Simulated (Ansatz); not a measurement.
The cell is CaO (NiAs type); cell and atoms were relaxed with r2SCAN. The symmetry is P6_3/mmc (No. 194, hexagonal); a = 3.320 Å, c = 5.814 Å in the conventional setting, 13.87 Å³ an atom. Ca is surrounded by 6 O at 2.41 Å; O is surrounded by 6 Ca at 2.41 Å.

4 runs of the plane-wave code Ansatz on this cell differ in the functional (and in the settings that go with it). Levels are in eV from each run's valence top; v1 is the last filled band, c1 the first empty one.

Run A, mean stress -6.0 GPa (compression positive):
```
point     v5     v3     v1    c1    c2    c3
    Γ  -1.09  -0.24   0.00  3.68  4.77  6.30
    M  -1.70  -1.25  -0.36  3.77  5.80  6.98
    K  -1.94  -1.21  -0.48  5.87  6.05  6.05
    A  -1.72  -0.60  -0.60  5.75  5.75  6.60
```

Run B, mean stress -1.2 GPa (compression positive):
```
point     v5     v3     v1    c1    c2     c3
    Γ  -1.12  -0.25   0.00  6.69  7.78   9.60
    M  -1.75  -1.30  -0.41  6.80  9.00  10.33
    K  -2.05  -1.28  -0.56  9.17  9.18   9.18
    A  -1.75  -0.60  -0.60  8.92  8.92   9.61
```

Run C, mean stress 0.0 GPa (compression positive):
```
point     v5     v3     v1    c1    c2    c3
    Γ  -1.06  -0.25   0.00  4.41  5.65  7.02
    M  -1.66  -1.22  -0.36  4.49  6.53  7.70
    K  -1.90  -1.19  -0.48  6.58  6.77  6.77
    A  -1.64  -0.57  -0.57  6.46  6.46  7.49
```

Run D, mean stress +2.6 GPa (compression positive):
```
point     v5     v3     v1    c1    c2    c3
    Γ  -1.07  -0.24   0.00  3.85  4.94  6.39
    M  -1.66  -1.23  -0.36  3.93  5.93  7.06
    K  -1.90  -1.19  -0.48  5.98  6.17  6.17
    A  -1.67  -0.58  -0.58  5.87  5.87  6.76
```

Problem. Match the runs to LDA, PBE, r2SCAN, r2SCAN0.

Solution. A is LDA, B is r2SCAN0, C is r2SCAN, D is PBE. In order of the gap: LDA 3.68, PBE 3.85, r2SCAN 4.41, r2SCAN0 6.69 eV. The stress vanishes for r2SCAN, which relaxed the cell.

Note: simulated data, non-magnetic, for a generated structure that need not be the stable one.

The stress of a hybrid is loosely converged in these runs.

The meshes of the hybrids are coarse, so their gaps aren't converged to the digits shown.
